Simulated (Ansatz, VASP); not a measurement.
Two plane-wave programs on W

```
W
1.0
     0.00000    2.00009    2.00009
     2.00009    0.00000    2.00009
     2.00009    2.00009    0.00000
W
1
Direct
  0.00000 0.00000 0.00000
```

Alike in both runs: functional PBEsol; k mesh 8 × 8 × 8; occupations gaussian, width 0.1 eV; no spin polarisation.

Ansatz relaxed the structure, and its values are those at the end. VASP's run is a single point on that final structure, the one shown.

|  | VASP | Ansatz |
| --- | --- | --- |
| version | VASP 6.6.1 | Ansatz 0.2.0 |
| potentials or method | VASP PAW PBE potentials, release 64 (W_sv) | scalar-relativistic, plane waves, PAW |
| plane-wave cutoff (eV) | 520 | 420 |
| valence electrons in the cell | 14 | 14 |

Ansatz gave:

- gap on the k mesh at the Fermi level (eV): none
- pressure (GPa): 0.1

**Question.** Which values does VASP return?

**Answer.** gap on the k mesh at the Fermi level (eV): none; pressure (GPa): 0.7.

A gap of «none» marks a metal or a gap that the smearing closes.

Caveats: the PAW data sets were made with another functional, which shifts forces and pressure a little (VASP). The runs have no spin-orbit coupling, so splittings on W are missing.
